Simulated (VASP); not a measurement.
# Ga2O3 (C2/m) in VASP: a series of runs

Aim: see how the results for Ga2O3 move with the level of theory and the settings. Levels: PBEsol, r2SCAN. Tasks: relaxation of cell and atoms.

All numbers are computed with VASP 6.6.1; they aren't measurements. Logs are shortened: lines on timing, memory, paths and dates and some standing lists are left out, and cuts for length are marked.

### 1 The crystal as given

The structure is monoclinic, space group C2/m (No. 12). The conventional cell has a = 12.214 Å, b = 3.037 Å, c = 5.798 Å, α = 90.00°, β = 103.83°, γ = 90.00°. Around Ga (site symmetry m) lie 4 O at 1.83 to 1.86 Å. Ga (site symmetry m) is surrounded by 6 O at 1.94 to 2.07 Å. O (site symmetry m) has 3 Ga at 1.83 to 1.94 Å as nearest neighbours. Around O (site symmetry m) lie 4 Ga at 1.86 to 2.07 Å. O (site symmetry m) is surrounded by 3 Ga at 1.83 to 1.94 Å.

### 2 Relaxation of cell and atoms, PBEsol

Contents of INCAR:

```
SYSTEM = Ga2O3
ALGO = Normal
EDIFF = 1E-6
EDIFFG = -0.01
ENCUT = 600
GGA = PS
IBRION = 2
ISIF = 3
ISMEAR = 0
KPAR = 4
LASPH = .True.
LCHARG = .False.
LREAL = .False.
LWAVE = .False.
NELM = 80
NSW = 90
PREC = Accurate
SIGMA = 0.03
```

Contents of KPOINTS:

```
k-points
0
Gamma
  10 10 6
  0 0 0
```

Contents of POSCAR:

```
Ga2O3
1.0
    6.1070000000     -1.5185500000      0.0000000000
    6.1070000000      1.5185500000      0.0000000000
   -1.3859888959      0.0000000000      5.6300087380
Ga O
4 6
Direct
    0.0905000000      0.0905000000      0.7946000000
    0.9095000000      0.9095000000      0.2054000000
    0.6586600000      0.6586600000      0.3140200000
    0.3413400000      0.3413400000      0.6859800000
    0.1645000000      0.1645000000      0.1098000000
    0.8355000000      0.8355000000      0.8902000000
    0.1733000000      0.1733000000      0.5632000000
    0.8267000000      0.8267000000      0.4368000000
    0.4959000000      0.4959000000      0.2566000000
    0.5041000000      0.5041000000      0.7434000000
```

Potentials or basis: VASP PAW PBE potentials, release 64 (Ga_d, O).

Started as:

```
> cat potpaw_PBE.64/Ga_d/POTCAR potpaw_PBE.64/O/POTCAR > POTCAR
> mpirun -np 4 vasp_std > vasp.out
```

OUTCAR:

```text
SYSTEM = Ga2O3
   EDIFF = 1E-6
   EDIFFG = -0.01
   ENCUT = 600
   GGA = PS
   IBRION = 2
   ISIF = 3
   ISMEAR = 0
   LASPH = .True.
   LREAL = .False.
   NELM = 80
   NSW = 90
   PREC = Accurate

 ion  position               nearest neighbor table
   1  0.090  0.090  0.795-  10 1.83  10 1.83   5 1.83   7 1.86
   2  0.910  0.910  0.205-   9 1.83   9 1.83   6 1.83   8 1.86
   3  0.659  0.659  0.314-   9 1.94   5 1.94   5 1.94   8 2.01   7 2.07   7 2.07
   4  0.341  0.341  0.686-  10 1.94   6 1.94   6 1.94   7 2.01   8 2.07   8 2.07
   5  0.164  0.164  0.110-   1 1.83   3 1.94   3 1.94
   6  0.836  0.836  0.890-   2 1.83   4 1.94   4 1.94
   7  0.173  0.173  0.563-   1 1.86   4 2.01   3 2.07   3 2.07
   8  0.827  0.827  0.437-   2 1.86   3 2.01   4 2.07   4 2.07
   9  0.496  0.496  0.257-   2 1.83   2 1.83   3 1.94
  10  0.504  0.504  0.743-   1 1.83   1 1.83   4 1.94

  LATTYP: Found a base centered monoclinic cell.
 ALAT       =    12.2140000000
 B/A-ratio  =     0.2486572785
 C/A-ratio  =     0.4747093499
 COS(beta)  =    -0.2390419096

  Lattice vectors:

 A1 = (   6.1070000000,  -1.5185500000,   0.0000000000)
 A2 = (   6.1070000000,   1.5185500000,   0.0000000000)
 A3 = (  -1.3859888959,   0.0000000000,   5.6300087380)

Analysis of symmetry for initial positions (statically):
=====================================================================
 Subroutine PRICEL returns:
 Original cell was already a primitive cell.

 Routine SETGRP: Setting up the symmetry group for a
 base centered monoclinic supercell.

 Subroutine GETGRP returns: Found  4 space group operations
 (whereof  4 operations were pure point group operations)
 out of a pool of  4 trial point group operations.

The static configuration has the point symmetry C_2h.

Analysis of symmetry for dynamics (positions and initial velocities):
=====================================================================
 Subroutine PRICEL returns:
 Original cell was already a primitive cell.

 Routine SETGRP: Setting up the symmetry group for a
 base centered monoclinic supercell.

 Subroutine GETGRP returns: Found  4 space group operations
 (whereof  4 operations were pure point group operations)
 out of a pool of  4 trial point group operations.

The dynamic configuration has the point symmetry C_2h.

 Subroutine INISYM returns: Found  4 space group operations
 (whereof  4 operations are pure point group operations),
 and found     1 'primitive' translations

----------------------------------------------------------------------------------------

                                     Primitive cell

  volume of cell :     104.4230

  direct lattice vectors                    reciprocal lattice vectors
     6.107000000 -1.518550000  0.000000000     0.081873260 -0.329261467  0.020155462
     6.107000000  1.518550000  0.000000000     0.081873260  0.329261467  0.020155462
    -1.385988896  0.000000000  5.630008738     0.000000000  0.000000000  0.177619618

  length of vectors
     6.292967750  6.292967750  5.798100000     0.339886138  0.339886138  0.177619618

  position of ions in fractional coordinates (direct lattice)
     0.090500000  0.090500000  0.794600000
     0.909500000  0.909500000  0.205400000
     0.658660000  0.658660000  0.314020000
     0.341340000  0.341340000  0.685980000
     0.164500000  0.164500000  0.109800000
     0.835500000  0.835500000  0.890200000
     0.173300000  0.173300000  0.563200000
     0.826700000  0.826700000  0.436800000
     0.495900000  0.495900000  0.256600000
     0.504100000  0.504100000  0.743400000

  ion indices of the primitive-cell ions
   primitive index   ion index
                 1           1
                 2           2
                 3           3
                 4           4
                 5           5
                 6           6
                 7           7
                 8           8
                 9           9
                10          10

----------------------------------------------------------------------------------------

 KPOINTS: k-points

Automatic generation of k-mesh.
 Grid dimensions read from file:
 generate k-points for:   10   10    6

 Generating k-lattice:

  Cartesian coordinates                     Fractional coordinates (reciprocal lattice)
     0.008187326 -0.032926147  0.002015546     0.100000000 -0.000000000  0.000000000
     0.008187326  0.032926147  0.002015546    -0.000000000  0.100000000  0.000000000
     0.000000000  0.000000000  0.029603270     0.000000000  0.000000000  0.166666667

  Length of vectors
     0.033988614  0.033988614  0.029603270

  Shift w.r.t. Gamma in fractional coordinates (k-lattice)
     0.000000000  0.000000000  0.000000000

 Subroutine IBZKPT returns following result:
 ===========================================

 Found    172 irreducible k-points:

 Following reciprocal coordinates:
            Coordinates               Weight
  0.000000  0.000000  0.000000      1.000000
  0.100000 -0.000000 -0.000000      4.000000
  0.200000 -0.000000 -0.000000      4.000000
  0.300000  0.000000 -0.000000      4.000000
  0.400000 -0.000000 -0.000000      4.000000
  0.500000  0.000000 -0.000000      2.000000
[... 16 lines left out ...]
  0.300000  0.300000 -0.000000      2.000000
  0.400000  0.300000 -0.000000      4.000000
 [... further k-points ...]
   k-points           NKPTS =    172   k-points in BZ     NKDIM =    172   number of bands    NBANDS=     52
   number of dos      NEDOS =    301   number of ions     NIONS =     10
   total plane-waves  NPLWV = 120000
   dimension x,y,z NGX =    50 NGY =   50 NGZ =   48
   dimension x,y,z NGXF=   100 NGYF=  100 NGZF=   96
   ions per type =               4   6
   NGX,Y,Z   is equivalent  to a cutoff of  13.21, 13.21, 13.76 a.u.
   NGXF,Y,Z  is equivalent  to a cutoff of  26.42, 26.42, 27.53 a.u.
 SYSTEM =  Ga2O3
   PREC   = accura    normal or accurate (medium, high low for compatibility)
   ISTART =      0    job   : 0-new  1-cont  2-samecut
   ICHARG =      2    charge: 1-file 2-atom 10-const
   ISPIN  =      1    spin polarized calculation?
   LNONCOLLINEAR =      F non collinear calculations
   LSORBIT =      F    spin-orbit coupling
   LASPH  =      T    aspherical Exc in radial PAW
   ENCUT  =  600.0 eV  44.10 Ry    6.64 a.u.  12.57 12.57 11.58*2*pi/ulx,y,z
   NELM   =     80;   NELMIN=  2; NELMDL= -5     # of ELM steps
   EDIFF  = 0.1E-05   stopping-criterion for ELM
   LREAL  =      F    real-space projection
   EDIFFG = -.1E-01   stopping-criterion for IOM
   NSW    =     90    number of steps for IOM
   IBRION =      2    ionic relax: 0-MD 1-quasi-New 2-CG
   NFREE  =      1    steps in history (QN), initial steepest desc. (CG)
   ISIF   =      3    stress and relaxation
   ISYM   =      2    0-nonsym 1-usesym 2-fastsym
   POTIM  = 0.5000    time-step for ionic-motion
   TEBEG  =    0.0;   TEEND  =   0.0 temperature during run
   PSTRESS=    0.0 pullay stress
   NELECT =      88.0000    total number of electrons
   NUPDOWN=      -1.0000    fix difference up-down
   EMIN   =  10.00;   EMAX   =-10.00  energy-range for DOS
   EFERMI =   0.00;   METHOD = LEGACY
   ISMEAR =     0;   SIGMA  =   0.03  broadening in eV -4-tet -1-fermi 0-gaus
   EFERMI_NEDOS =   21; number of points for ismear=-14 and -15
   IALGO  =     38    algorithm
   IMIX   =      4    mixing-type and parameters
     AMIX     =   0.40;   BMIX     =  1.00
     AMIX_MAG =   1.60;   BMIX_MAG =  1.00
  volume/ion in A,a.u.               =      10.44        70.47
  Fermi-wavevector in a.u.,A,eV,Ry     =   1.546335  2.922150 32.533613  2.391153
  Thomas-Fermi vector in A             =   2.651586
   LORBIT       =      0    0 simple, 1 ext, 2 COOP (PROOUT), +10 PAW based schemes
   GGA     = PS    functional components
   LHFCALC =     F    Hartree Fock is set to
   AEXX    =    0.0000 exact exchange contribution
   IVDW    =     0    specifies the selected vdW correction
   LEPSILON=     F    determine dielectric tensor
   LRPA    =     F    only Hartree local field effects (RPA)
 conjugate gradient relaxation of ions
 non-spin polarized calculation
 Gauss-broadening in eV      SIGMA  =   0.03
  energy-cutoff  :      600.00
  volume of cell :      104.42
 maximum number of plane-waves:      3516
   NGX = 25   NGY = 25   NGZ = 23

--------------------------------------- Ionic step        1  -------------------------------------------

 number of electron      88.0000002 magnetization

 Free energy of the ion-electron system (eV)
  ---------------------------------------------------
  ext. energy  EPLUGINS =         0.00000000
  ---------------------------------------------------
  free energy    TOTEN  =       -63.89588417 eV

  energy without entropy =      -63.89588417  energy(sigma->0) =      -63.89588417

------------------------ aborting loop because EDIFF is reached ----------------------------------------

  FORCE on cell =-STRESS in cart. coord.  units (eV):
  Direction    XX          YY          ZZ          XY          YZ          ZX
  --------------------------------------------------------------------------------------
  -------------------------------------------------------------------------------------
  Total        1.6285997      1.9339059      1.3415816      0.0000000      0.0000000      0.0438347
  in kB       24.9878473     29.6722059     20.5840860      0.0000000      0.0000000      0.6725629
  external PRESSURE =      25.0813797 kB  Pullay stress =       0.0000000 kB
[... 113 lines left out ...]
  FREE ENERGIE OF THE ION-ELECTRON SYSTEM (eV)
  ---------------------------------------------------
  free  energy   TOTEN  =       -63.9071447336 eV

  energy  without entropy=      -63.9071447336  energy(sigma->0) =      -63.90714473

[... ionic steps 4 to 12 ...]

--------------------------------------- Ionic step       13  -------------------------------------------

 number of electron      88.0000002 magnetization

------------------------ aborting loop because EDIFF is reached ----------------------------------------

  FORCE on cell =-STRESS in cart. coord.  units (eV):
  Direction    XX          YY          ZZ          XY          YZ          ZX
  --------------------------------------------------------------------------------------
  -------------------------------------------------------------------------------------
  Total       -0.0354950     -0.0074852      0.0018846      0.0000000      0.0000000     -0.0254210
  in kB       -0.5382192     -0.1134998      0.0285773      0.0000000      0.0000000     -0.3854643
  external PRESSURE =      -0.2077139 kB  Pullay stress =       0.0000000 kB
[... 73 lines left out ...]
  energy  without entropy=      -63.9076285755  energy(sigma->0) =      -63.90762858

--------------------------------------- Ionic step       15  -------------------------------------------

 number of electron      88.0000003 magnetization

 Free energy of the ion-electron system (eV)
  ---------------------------------------------------
  ext. energy  EPLUGINS =         0.00000000
  ---------------------------------------------------
  free energy    TOTEN  =       -63.90765937 eV

  energy without entropy =      -63.90765937  energy(sigma->0) =      -63.90765937

 E-fermi :   3.8531     XC(G=0): -11.8542

 val. band max:        3.6596326839   @ k =   0.5000   0.4000   0.5000
 cond. band min:       5.8791305179   @ k =   0.0000   0.0000   0.0000
 fundamental gap:      2.2194978340
 Fermi energy:         3.8530551620

 k-point     1 :       0.0000    0.0000    0.0000
  band No.  band energies     occupation
      1     -15.1878      2.00000
      2     -14.0023      2.00000
      3     -13.9812      2.00000
      4     -13.8727      2.00000
      5     -13.3932      2.00000
      6     -13.3845      2.00000
[... 1309 lines left out ...]
     51      12.7306      0.00000
     52      13.3613      0.00000

 [... further k-points ...]

------------------------ aborting loop because EDIFF is reached ----------------------------------------

  FORCE on cell =-STRESS in cart. coord.  units (eV):
  Direction    XX          YY          ZZ          XY          YZ          ZX
  --------------------------------------------------------------------------------------
  -------------------------------------------------------------------------------------
  Total       -0.0474145     -0.0185048     -0.0023484      0.0000000      0.0000000     -0.0201140
  in kB       -0.7188897     -0.2805661     -0.0356064      0.0000000      0.0000000     -0.3049655
  external PRESSURE =      -0.3450207 kB  Pullay stress =       0.0000000 kB
[... 25 lines left out ...]
  FREE ENERGIE OF THE ION-ELECTRON SYSTEM (eV)
  ---------------------------------------------------
  free  energy   TOTEN  =       -63.9076593749 eV

  energy  without entropy=      -63.9076593749  energy(sigma->0) =      -63.90765937

 reached required accuracy - stopping structural energy minimisation
```

It took 81 min on 4 MPI ranks of Intel Xeon Platinum 8259CL at 2.50GHz (Skylake/Cascade Lake), shared host; peak memory 0.96 GiB.

What came out:

| Quantity | Value |
| --- | --- |
| Free energy | -63.9077 eV |
| Relaxed volume | 10.57 Å³/atom |
| Relaxed cell | a = 6.327 Å, b = 6.327 Å, c = 5.810 Å, α = 103.29°, β = 103.29°, γ = 27.88° |
| Space group after relaxing (to 0.05 Å) | C2/m (No. 12) |
| Energy gained by relaxing | 1.2 meV/atom |
| Ionic steps | 15 |
| Pressure after relaxing | 0.0 GPa |
| Largest force after relaxing | 0.007 eV/Å |
| Band gap on the k mesh | 2.22 eV, indirect (least direct gap 2.24 eV) |

Forces in eV/Å, atoms in the order of the input:
```
Ga  -0.007  0.000  0.000
Ga   0.007  0.000  0.000
Ga   0.007  0.000 -0.003
Ga  -0.007  0.000  0.003
O    0.004  0.000 -0.003
O   -0.004  0.000  0.003
O   -0.004  0.000  0.003
O    0.004  0.000 -0.003
O   -0.003  0.000 -0.004
O    0.003  0.000  0.004
```

Step by step:
| step | energy change (eV) | largest force (eV/Å) | pressure (GPa) | volume (Å³) |
| --- | --- | --- | --- | --- |
| 1 | 0.0000 | 0.1136 | 2.51 | 104.42 |
| 2 | -0.0015 | 0.1428 | -2.30 | 106.91 |
| 3 | -0.0113 | 0.0455 | -0.05 | 105.71 |
| 4 | -0.0113 | 0.0419 | 0.06 | 105.68 |
| 5 | -0.0115 | 0.0221 | -0.03 | 105.72 |
| 6 | -0.0115 | 0.0215 | 0.00 | 105.71 |
| 7 | -0.0116 | 0.0173 | -0.08 | 105.73 |
| 8 | -0.0117 | 0.0183 | -0.10 | 105.74 |
| 9 | -0.0116 | 0.0243 | -0.17 | 105.76 |
| 10 | -0.0117 | 0.0195 | -0.09 | 105.75 |
| 11 | -0.0117 | 0.0116 | 0.01 | 105.67 |
| 12 | -0.0117 | 0.0115 | 0.11 | 105.65 |
| 13 | -0.0117 | 0.0121 | -0.02 | 105.66 |
| 14 | -0.0117 | 0.0111 | 0.05 | 105.66 |
| 15 | -0.0118 | 0.0074 | -0.03 | 105.67 |

Final structure:
```
CELL_PARAMETERS angstrom
6.14044 -1.52431 0.00920
6.14044 1.52431 0.00920
-1.38511 0.00000 5.64283
ATOMIC_POSITIONS crystal
Ga 0.09048 0.09048 0.79514
Ga 0.90952 0.90952 0.20486
Ga 0.65864 0.65864 0.31427
Ga 0.34136 0.34136 0.68573
O 0.16516 0.16516 0.10933
O 0.83484 0.83484 0.89067
O 0.17326 0.17326 0.56282
O 0.82674 0.82674 0.43718
O 0.49622 0.49622 0.25609
O 0.50378 0.50378 0.74391
```

Caveat: the PAW data sets were made with another functional, which shifts forces and pressure a little. Zero-point motion and thermal expansion aren't in these numbers.

(Part 1 of 2 ends here.)
